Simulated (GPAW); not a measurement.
Write an ASE script for GPAW 26.7.0 that does the following.

- Task: G0W0 quasiparticle levels
- Functional: PBE
- Potentials or basis: GPAW PAW data sets (gpaw-data 1.2.1)
- Cutoff: 650 eV
- Basis: pw
- k mesh: 6 × 6 × 6
- Occupations: fermi-dirac, width 0.001 eV
- Spin: no spin polarisation
- Response ecut: 100 eV
- Frequency: ppa
- Extrapolate: yes
- Qp bands: 2
- Maxiter: 150
- Integrate gamma: WS
- Vertex: none
- All k: no
- Response bands: 38

AlN:

```
CELL_PARAMETERS angstrom
0.00000 2.03452 2.03452
2.03452 0.00000 2.03452
2.03452 2.03452 0.00000
ATOMIC_POSITIONS crystal
Al 0.50000 0.50000 0.50000
N 0.00000 0.00000 0.00000
```

Measurements of this composition are mostly on another form, of space group No. 186.

These files were run (other wordings do the same):

run.py

```python
import json
import numpy as np
from ase import Atoms
from ase.dft.bandgap import bandgap
from ase.io import write
from gpaw import GPAW, PW
from gpaw.response.g0w0 import G0W0

atoms = Atoms(['Al', 'N'],
              cell=[[0.0, 2.034518, 2.034518],
                    [2.034518, 0.0, 2.034518],
                    [2.034518, 2.034518, 0.0]],
              scaled_positions=[[0.5, 0.5, 0.5],
                                [0.0, 0.0, 0.0]],
              pbc=True)

calc = GPAW(mode=PW(650),
            xc='PBE',
            kpts={'size': (6, 6, 6), 'gamma': True},
            occupations={'name': 'fermi-dirac', 'width': 0.001},
            nbands=11,
            convergence={'density': 1e-06},
            maxiter=150,
            txt='gpaw.txt')
atoms.calc = calc
energy = atoms.get_potential_energy()
calc.write('gs.gpw')
write('result.traj', atoms)
print(f'Energy: {energy:.6f} eV')
print('Fermi level:', round(calc.get_fermi_level(), 4), 'eV')
print(f'Gap: {bandgap(calc)[0]:.4f} eV, direct: {bandgap(calc, direct=True)[0]:.4f} eV')

calc.diagonalize_full_hamiltonian(nbands=42)
calc.write('full.gpw', mode='all')

ibz = calc.get_ibz_k_points()
gap, vbm, cbm = bandgap(calc, output=None)
gap, direct, _ = bandgap(calc, direct=True, output=None)
gamma = int(np.abs(ibz).sum(1).argmin())
kpts = sorted({gamma, vbm[1], cbm[1], direct[1]})
gw = G0W0(calc='full.gpw',
          filename='gw',
          ecut=100,
          ecut_extrapolation=True,
          relbands=(-2, 2),
          kpts=kpts,
          integrate_gamma='WS',
          ppa=True)
gw.calculate()
results = {mode: {key: np.asarray(r[key]).tolist() for key in ['f', 'eps', 'vxc', 'exx', 'sigma', 'Z', 'qp', 'sigma_eskn']}
           for mode, r in gw.all_results.items()}
json.dump({'kpts': ibz[kpts].tolist(), 'results': results}, open('gw.json', 'w'))
for mode, r in results.items():
    f, qp = np.array(r['f']), np.array(r['qp'])
    print(mode, 'quasiparticle energies (eV):')
    print(qp.round(3))
    print(mode, 'gap:', round(qp[f < 0.5].min() - qp[f > 0.5].max(), 4), 'eV')
```

Potentials or basis: GPAW PAW data sets (gpaw-data 1.2.1), pw.

The run is started by

```sh
$ OMP_NUM_THREADS=1 python run.py
```

It gave:

```
Band gap on the k mesh, mean-field level : 4.41 eV, indirect (least direct gap 5.37 eV)
Quasiparticle gap                        : 6.04 eV
Least direct quasiparticle gap           : 7.21 eV
```

Caveat: the k mesh is coarse (spacing up to 0.45 Å⁻¹), so the values aren't converged; the quasiparticle gap is taken among the few k points that were corrected; the long-wavelength limit can be off by a per cent or two.

It took 94 s on 1 thread of Arm Neoverse V1, on a shared host, peak memory 0.32 GiB.
